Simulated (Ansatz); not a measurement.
## Ligand exchange: Sc(CH3)(OH)2 + C4H10O → Sc(OH)3 + C5H12

Species: Sc(CH3)(OH)2, singlet; C4H10O (tert-butanol) `CC(C)(C)O`, singlet; Sc(OH)3, singlet; C5H12 (neopentane) `CC(C)(C)C`, singlet. The partners trade CH3 for OH: Sc–CH3 and C–OH bonds give way to Sc–OH and C–CH3.

Shapes, held fixed at every level: PBE0-D4/def2-TZVP. Flexible molecules stand in one conformer, not always the lowest. Programs: Ansatz 0.2.0. Electronic energies: no zero-point or thermal term.

(1) Estimate ΔE of this reaction.

Answers

(1) The highest level, CCSD(T)/def2-TZVPP, gives ΔE = -216.5 kJ/mol; the levels span -228.2 to -209.7. The column of differences is taken from that level and isn't an error. No measured value is set beside it here. Outer-core shells of Sc are correlated, in sets that cover them unevenly.

```json
{"level": "HF/def2-TZVPP", "kind": "Hartree–Fock", "ΔE (kJ/mol)": "-209.7", "less CCSD(T)/def2-TZVPP": "+6.8"}
{"level": "SPW92/def2-TZVPP", "kind": "LDA", "ΔE (kJ/mol)": "-211.1", "less CCSD(T)/def2-TZVPP": "+5.4"}
{"level": "PBE0-D4/def2-TZVPP", "kind": "global hybrid", "ΔE (kJ/mol)": "-210.0", "less CCSD(T)/def2-TZVPP": "+6.5"}
{"level": "wB97M-V/def2-TZVPP", "kind": "range-separated hybrid", "ΔE (kJ/mol)": "-210.7", "less CCSD(T)/def2-TZVPP": "+5.8"}
{"level": "wB97X-V/def2-TZVPP", "kind": "range-separated hybrid", "ΔE (kJ/mol)": "-212.1", "less CCSD(T)/def2-TZVPP": "+4.4"}
{"level": "MP2/def2-TZVPP", "kind": "perturbation theory", "ΔE (kJ/mol)": "-228.2", "less CCSD(T)/def2-TZVPP": "-11.7"}
{"level": "CCSD/def2-TZVPP", "kind": "coupled cluster or CI", "ΔE (kJ/mol)": "-216.1", "less CCSD(T)/def2-TZVPP": "+0.4"}
{"level": "CCSD(T)/def2-TZVPP", "kind": "coupled cluster or CI", "ΔE (kJ/mol)": "-216.5", "less CCSD(T)/def2-TZVPP": "0.0"}
```
